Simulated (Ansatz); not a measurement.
Here is an Ansatz 0.2.0 calculation.

The input input.yaml:

```yaml
crystal:
  lattice:
    - [1.9815661262, 1.1440577364, 6.6610334788]
    - [-1.9815661262, 1.1440577364, 6.6610334788]
    - [0.0, -2.2881154728, 6.6610334788]
  atoms:
    - { symbol: Pt, position: [0.1296666667, 0.1296666667, 0.1296666667] }
    - { symbol: Pt, position: [0.8703333333, 0.8703333333, 0.8703333333] }
    - { symbol: Te, position: [0.402, 0.402, 0.402] }
    - { symbol: Te, position: [0.598, 0.598, 0.598] }
kpoints:
  mp_grid: { grid: [6, 6, 6] }
  band_path:
    path:
      - [0.0, 0.0, 0.0]
      - [0.5, 0.0, 0.0]
      - [0.5, 0.1863329093, -0.1863329093]
    npoints: 8
scf:
  occupations: { method: fermi_dirac, width: 0.05 }
hamiltonian:
  xc: pbesol
  pseudopotentials: { kind: all_electron, lapw: { basis_error: 0.002 } }
output:
  forces: true
  stress: true
  eigenvalues: true
```

Potentials or basis: all-electron LAPW, scalar-relativistic.

Run with:

```bash
$ ansatz run input.yaml --threads 2 --pin off --max-ram 8192MiB --backend cpu --events-out ev --progress --plain --runs-dir out
```

**Question.** Estimate the largest force.

**Answer.** 0.229 eV/Å.

**Question.** Predict the pressure.

**Answer.** -0.2 GPa.

**Question.** Estimate the band gap along the path.

**Answer.** None (metal or under the smearing width).

Stress tensor (GPa, compression positive):
```
-0.08  0.00  0.00
 0.00 -0.08  0.00
 0.00  0.00 -0.50
```

Caveat: the k mesh is thin for a metal, which can move the energy by tens of meV per atom; spin-orbit coupling is left out, which moves the levels of the heavy elements.
